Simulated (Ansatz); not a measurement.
# KZnF3: changing the functional

```
CELL_PARAMETERS angstrom
4.05000 0.00000 0.00000
0.00000 4.05000 0.00000
0.00000 0.00000 4.05000
ATOMIC_POSITIONS crystal
Zn 0.50000 0.50000 0.50000
K 0.00000 0.00000 0.00000
F 0.50000 0.00000 0.50000
F 0.00000 0.50000 0.50000
F 0.50000 0.50000 0.00000
```

The cell comes from a database or a generator and needn't be the form met in nature.

Kept alike: task band structure; k mesh 7 × 7 × 7; occupations fermi-dirac, width 0.05 eV; no spin polarisation. Program: Ansatz, all-electron LAPW, scalar-relativistic. The mesh is that of the run's cell of 5 atoms. No spin-orbit coupling.

| run | band gap (eV) | pressure (GPa) |
| --- | --- | --- |
| A | 3.881 | 4.49 |
| B | 3.639 | -4.81 |
| C | 3.729 | 0.07 |

Pressure is positive in compression. Gaps are the smaller of the mesh's and the band path's.

Task: The runs differ in the functional alone: LDA; PBE; PBEsol. Which run is which?

Result: Run A is PBE; run B is LDA; run C is PBEsol. The band gap runs from 3.639 (LDA) to 3.881 eV (PBE). From PBE: LDA -0.242; PBEsol -0.152. The pressure runs from -4.81 (LDA) to 4.49 GPa (PBE). From PBE: LDA -9.30; PBEsol -4.42. A positive pressure means that the functional's own cell is larger than the one given, a negative one that it is smaller.
